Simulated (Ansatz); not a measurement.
Method: DFT PBE, scalar-relativistic, plane waves, PAW in Ansatz 0.2.0. Settings: cutoff 420 eV, Γ-centred meshes spaced at most about 0.3 Å⁻¹, and about 0.25 Å⁻¹ or finer for metals (2π included), Gaussian smearing. No spin polarisation.

These are static total energies at zero pressure.

Two forms of MoH2 were relaxed alike.

1.

```cif
data_structure
_symmetry_space_group_name_H-M 'Fm-3m'
_symmetry_Int_Tables_number 225
_cell_length_a 4.4102
_cell_length_b 4.4102
_cell_length_c 4.4102
_cell_angle_alpha 90.000
_cell_angle_beta 90.000
_cell_angle_gamma 90.000
_cell_volume 85.78
loop_
_atom_site_label
_atom_site_type_symbol
_atom_site_symmetry_multiplicity
_atom_site_Wyckoff_symbol
_atom_site_fract_x
_atom_site_fract_y
_atom_site_fract_z
_atom_site_occupancy
H1 H 8 c 0.25000 0.25000 0.75000 1
Mo1 Mo 4 a 0.00000 0.00000 0.00000 1
```

2.

```cif
data_structure
_symmetry_space_group_name_H-M 'I4/mmm'
_symmetry_Int_Tables_number 139
_cell_length_a 2.8986
_cell_length_b 2.8986
_cell_length_c 4.9118
_cell_angle_alpha 90.000
_cell_angle_beta 90.000
_cell_angle_gamma 90.000
_cell_volume 41.27
loop_
_atom_site_label
_atom_site_type_symbol
_atom_site_symmetry_multiplicity
_atom_site_Wyckoff_symbol
_atom_site_fract_x
_atom_site_fract_y
_atom_site_fract_z
_atom_site_occupancy
H1 H 4 e 0.50000 0.50000 0.13407 1
Mo1 Mo 2 a 0.00000 0.00000 0.00000 1
```

Problem. Which form is favoured at zero pressure, and by what margin per atom?

Solution. Cell 1 is lower, by 293 meV/atom. Cell 1 has the fluorite type, space group Fm-3m (No. 225), 7.1 Å³/atom and no gap on its mesh; cell 2 has space group I4/mmm (No. 139), 6.9 Å³/atom and no gap. Counting H atoms around Mo (those within 1.25 times the shortest such distance or 1.15 times the sum of covalent radii; a plus sign parts nearer from farther groups), cell 1 has Mo 8 and cell 2 has Mo 2+8. The lower one is the more open, so pressure narrows the difference. Even the lower one lies +0.07 eV/atom against the reference forms of the elements (uncorrected), a margin that errors in the energy of the gaseous reference can exceed. Both come from invented guesses. Shaken at random and relaxed again, cell 1 came back. Checks on cell 1: no imaginary mode at Γ (other wave vectors untested).

With hydrogen, zero-point motion can shift such differences by 10 meV/atom or more. Cells without such a test can be saddle points.
